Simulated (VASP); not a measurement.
Something may be wrong with this VASP 6.6.1 calculation of Rb.

The input INCAR:

```
SYSTEM = Rb
PREC = Accurate
ENCUT = 520
EDIFF = 1E-8
ISMEAR = 1
SIGMA = 0.2
LREAL = .FALSE.
LASPH = .TRUE.
NELM = 87
ALGO = Normal
ISIF = 2
LWAVE = .FALSE.
LCHARG = .FALSE.
GGA = PE
LUSE_VDW = .TRUE.
IVDW_NL = 2
BPARAM = 10.0
CPARAM = 0.0093
LEFG = .TRUE.
```

Contents of KPOINTS:

```
regular mesh
0
G
  3 3 3
  0 0 0
```

The input POSCAR:

```
Rb
1.0
   -5.5832200000      5.5832200000      5.1605500000
    5.5832200000     -5.5832200000      5.1605500000
    5.5832200000      5.5832200000     -5.1605500000
Rb
1
Cartesian
    0.0000000000      0.0000000000      0.0000000000
```

Potentials or basis: VASP PAW PBE potentials, release 64 (Rb_sv).

Run with:

```bash
$ cat potpaw_PBE.64/Rb_sv/POTCAR > POTCAR
$ mpirun -np 1 vasp_std > vasp.out
```

OUTCAR:

```text
SYSTEM = Rb
   PREC = Accurate
   ENCUT = 520
   EDIFF = 1E-8
   ISMEAR = 1
   LREAL = .FALSE.
   LASPH = .TRUE.
   NELM = 87
   ISIF = 2
   GGA = PE
   IVDW_NL = 2
   BPARAM = 10.0

 ion  position               nearest neighbor table
   1  0.000  0.000  0.000-

  LATTYP: Found a body centered tetragonal cell.
 ALAT       =    11.1664400000
 C/A-ratio  =     0.9242963738

  Lattice vectors:
[... 161 lines left out ...]

------------------------ aborting loop because hard stop was set ---------------------------------------

  FORCE on cell =-STRESS in cart. coord.  units (eV):
  Direction    XX          YY          ZZ          XY          YZ          ZX
  --------------------------------------------------------------------------------------
  -------------------------------------------------------------------------------------
  Total       -0.1897540     -0.1897540     -0.1929845      0.0000000      0.0000000      0.0000000
  in kB       -0.4724720     -0.4724720     -0.4805156      0.0000000      0.0000000      0.0000000
  external PRESSURE =      -0.4751532 kB  Pullay stress =       0.0000000 kB

 VOLUME and BASIS-vectors are now :
 -----------------------------------------------------------------------------
  energy-cutoff  :      520.00
  volume of cell :      643.47
      direct lattice vectors                 reciprocal lattice vectors
    -5.583220000  5.583220000  5.160550000     0.000000000  0.089554057  0.096888898
     5.583220000 -5.583220000  5.160550000     0.089554057  0.000000000  0.096888898
     5.583220000  5.583220000 -5.160550000     0.089554057  0.089554057  0.000000000

 POSITION                                       TOTAL-FORCE (eV/Angst)
 -----------------------------------------------------------------------------------
      0.00000      0.00000      0.00000         0.000000      0.000000     -0.000000
 -----------------------------------------------------------------------------------
    total drift:                                0.000000      0.000000      0.000000

  FREE ENERGIE OF THE ION-ELECTRON SYSTEM (eV)
  ---------------------------------------------------
  free  energy   TOTEN  =         0.3420593328 eV

  energy  without entropy=        0.3765021497  energy(sigma->0) =        0.35354027
```

On the terminal:

```text
POSCAR found type information on POSCAR Rb
 POSCAR found :  1 types and       1 ions
[... 48 lines left out ...]

 soft stop encountered!  aborting job ...
Total rVV10 correction in eV:      0.4577115     9.1088788
```

How did it end, and where is the flaw?

The calculation hadn't finished when its time ran out. The input holds a flaw that was put in on purpose: cell typed in bohr.
